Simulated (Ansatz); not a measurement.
Ru:

```
CELL_PARAMETERS angstrom
2.70580 0.00000 0.00000
-1.35290 2.34329 0.00000
0.00000 0.00000 4.28190
ATOMIC_POSITIONS crystal
Ru 0.66667 0.33333 0.75000
Ru 0.33333 0.66667 0.25000
```

Base run:

* Program: Ansatz 0.2.0
* Functional: RPBE
* Potentials or basis: Ansatz PAW
* Cutoff: 420 eV (not typed: the program's choice for these potentials)
* k mesh: 11 × 11 × 6
* Occupations: fermi-dirac, width 0.05 eV
* Spin: no spin polarisation

Its results: band gap on the k mesh none (metal or under the smearing width); pressure 9.0 GPa.

The run is repeated on the same cell with these changes: functional from RPBE to revPBE. What comes out?

Band gap on the k mesh none (metal or under the smearing width); pressure 7.8 GPa.

Caveats: the PAW data sets come from PBE, with cores solved anew for the run's functional, which leaves a small shift of forces and pressure.
